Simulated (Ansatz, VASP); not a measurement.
Mg: VASP beside Ansatz

File INCAR:

```
PREC = Accurate
ENCUT = 520
EDIFF = 1E-7
ISMEAR = 0
SIGMA = 0.017
LREAL = False
LASPH = True
NELM = 80
ALGO = Fast
ISIF = 2
LWAVE = False
LCHARG = True
GGA = PE
LELF = True
LVHAR = True
NBANDS = 9
```

Contents of KPOINTS:

```
Automatic mesh
0
Gamma
  10 10 5
```

File POSCAR:

```
Mg
1.0
    3.2093000000      0.0000000000      0.0000000000
   -1.6046500000      2.7793353284      0.0000000000
    0.0000000000      0.0000000000      5.2103000000
Mg
2
Direct
    0.6666666667      0.3333333333      0.7500000000
    0.3333333333      0.6666666667      0.2500000000
```

The input input.yaml:

```yaml
crystal:
  lattice:
    - [3.2093, 0.0, 0.0]
    - [-1.60465, 2.7793353284, 0.0]
    - [0.0, 0.0, 5.2103]
  atoms:
    - { symbol: Mg, position: [0.6666666667, 0.3333333333, 0.75] }
    - { symbol: Mg, position: [0.3333333333, 0.6666666667, 0.25] }
hamiltonian:
  xc: pbe
  pseudopotentials: { kind: paw }
kpoints:
  mp_grid: { grid: [10, 10, 5] }
scf:
  occupations: { method: gaussian, width: 0.017 }
output:
  forces: true
  stress: true
  eigenvalues: true
  write_density: true
  write_potential: true
  elf: true
  volumetric_format: npy
```

Alike in both runs: task single point; functional PBE; k mesh 10 × 10 × 5; occupations gaussian, width 0.017 eV; no spin polarisation.

```csv
,VASP,Ansatz
version,VASP 6.6.1,Ansatz 0.2.0
potentials or method,"VASP PAW PBE potentials, release 64 (Mg)",Ansatz PAW
plane-wave cutoff (eV),520,420
valence electrons in the cell,4,20
```

Ansatz gave:

| Property | Result |
| --- | --- |
| gap on the k mesh at the Fermi level (eV) | none |
| pressure (GPa) | -0.4 |
| largest component of the traceless stress (GPa) | 0.48 |

Task: What did VASP give for the same quantities?

Result: gap on the k mesh at the Fermi level (eV): none; pressure (GPa): -0.6; largest component of the traceless stress (GPa): 0.49.

A gap of «none» marks a metal or a gap that the smearing closes. The functional is the same, so the differences come from potentials, cutoffs and numerics. The two sets of potentials don't hold the same shells in valence.
